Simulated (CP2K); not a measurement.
Crystal: ZrN.

```
Zr N
1.0
     3.25269    0.00000    0.00000
     1.62635    2.81691    0.00000
     1.62635    0.93897    2.65581
Zr N
1 1
Cartesian
  3.2527 1.8779 1.3279
  0.0000 0.0000 0.0000
```

Base run:

| Property | Result |
| --- | --- |
| Program | CP2K 2026.2 |
| Functional | PBE |
| Potentials or basis | GTH_POTENTIALS Zr GTH-PBE-q12, N GTH-PBE-q5; DZVP-MOLOPT-SR-GTH basis |
| Density cutoff | 6123 eV |
| k mesh | 10 × 10 × 10 |
| Occupations | fermi-dirac, width 0.05 eV |
| Spin | no spin polarisation |

Its results: band gap on the k mesh none (metal or under the smearing width); pressure -1.3 GPa.

The run is repeated on the same cell with these changes: functional from PBE to PBEsol. What comes out?

Band gap on the k mesh none (metal or under the smearing width); pressure -7.3 GPa.

PBEsol binds more tightly than PBE, so the same cell stands under less pressure.

Caveats: the basis of atomic orbitals isn't converged, which shifts pressures, moduli and gaps; the potentials were made for another functional, which shifts forces and pressure (some runs).
